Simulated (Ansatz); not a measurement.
**Ge under changes of volume**

One of the cells (22.639 Å³/atom); the others are scaled copies at fixed shape and fractional positions:

```
CELL_PARAMETERS angstrom
0.00000 2.82891 2.82891
2.82891 0.00000 2.82891
2.82891 2.82891 0.00000
ATOMIC_POSITIONS crystal
Ge 0.75000 0.75000 0.75000
Ge 0.50000 0.50000 0.50000
```

| Item | Value |
| --- | --- |
| Program | Ansatz 0.2.0 |
| Functional | PBE0 |
| Potentials or basis | Ansatz PAW |
| Cutoff | 420 eV (not typed: the program's choice for these potentials) |
| k mesh | 4 × 4 × 4 |
| Occupations | fermi-dirac, width 0.05 eV |
| Spin | no spin polarisation |

| volume (Å³/atom) | energy over the lowest point (meV/atom) | pressure (GPa) | gap on the mesh (eV) |
| --- | --- | --- | --- |
| 21.281 | ? | ? | ? |
| 21.733 | 15.79 | 4.5 | 1.68 |
| 22.186 | 5.65 | 2.7 | 1.60 |
| 22.639 | 0.53 | 1.0 | 1.53 |
| 23.092 | 0.00 | -0.5 | 1.39 |
| 23.545 | 3.48 | -1.9 | 1.19 |
| 23.997 | 10.59 | -3.1 | 0.99 |

What does the run at 21.281 Å³/atom give?

Energy over the lowest point 31.56 meV/atom; pressure 6.7 GPa; gap on the mesh 1.77 eV.

Worked out: A Birch-Murnaghan fit of order 3 (a polynomial in V^(-2/3)) to the other rows has its minimum at 22.92 Å³/atom with B0 = V·E''(V) = 76 GPa and B' = 4.6. It gives 31.57 meV/atom at 21.281 Å³/atom, against the run's 31.56, and -dE/dV = 6.7 GPa, against 6.7. A parabola through the other rows of the gap, of slope 0.757 eV per unit of ln V there, extrapolates to 1.68 eV, against the run's 1.77.

Energies are extrapolated to zero smearing.

Caveats: all runs use coarse meshes; the PAW data sets come from PBE, with cores solved anew for the run's functional, which leaves a small shift of forces and pressure; the thresholds are loose for stress.

A mesh can miss the band edges. Spin-orbit coupling on Ge is left out.
